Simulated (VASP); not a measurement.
CO2 under changes of volume

One of the cells (15.589 Å³/atom); the others are scaled copies at fixed shape and fractional positions:

```
CELL_PARAMETERS angstrom
2.79004 -2.47579 0.00000
2.79004 2.47579 0.00000
0.00000 0.00000 6.77034
ATOMIC_POSITIONS crystal
O 0.31059 0.68941 0.60418
O 0.68941 0.31059 0.39582
O 0.18941 0.81059 0.10418
O 0.81059 0.18941 0.89582
C 0.50000 0.50000 0.50000
C 0.00000 0.00000 0.00000
```

The cell comes from a database or a generator and needn't be the stable form of this composition.

```yaml
Program: VASP 6.6.1
Functional: PBEsol
Potentials_or_basis: VASP PAW PBE potentials, release 64 (O, C)
Cutoff: 520 eV
k_mesh: 8 × 8 × 4
Occupations: gaussian, width 0.02 eV
Spin: no spin polarisation
```

```tsv
volume (Å³/atom)	energy over the lowest point (meV/atom)	pressure (GPa)	gap on the mesh (eV)	largest force (eV/Å)
14.965	?	?	?	?
15.277	2.75	2.3	6.52	0.833
15.589	0.00	0.0	6.45	0.008
15.901	1.59	-2.1	6.38	0.785
16.212	7.14	-4.0	6.31	1.519
```

Q: What does the run at 14.965 Å³/atom give?

A: Energy over the lowest point 10.31 meV/atom; pressure 4.9 GPa; gap on the mesh 6.59 eV; largest force 1.729 eV/Å.

Worked out: A Birch-Murnaghan fit of order 2 (a polynomial in V^(-2/3)) to the other rows has its minimum at 15.63 Å³/atom with B0 = V·E''(V) = 111 GPa at fixed shape and positions, which overstates the stiffness. It gives 10.34 meV/atom at 14.965 Å³/atom, against the run's 10.31, and -dE/dV = 5.2 GPa, against 4.9. A straight line through the other rows of the gap, of slope -3.53 eV per unit of ln V, extrapolates to 6.59 eV, against the run's 6.59.

Energies are extrapolated to zero smearing.

Caveats: the standard files for N, O and F lose accuracy on very short bonds; the PAW data sets were made with another functional, which shifts forces and pressure a little.

A mesh can miss the band edges.
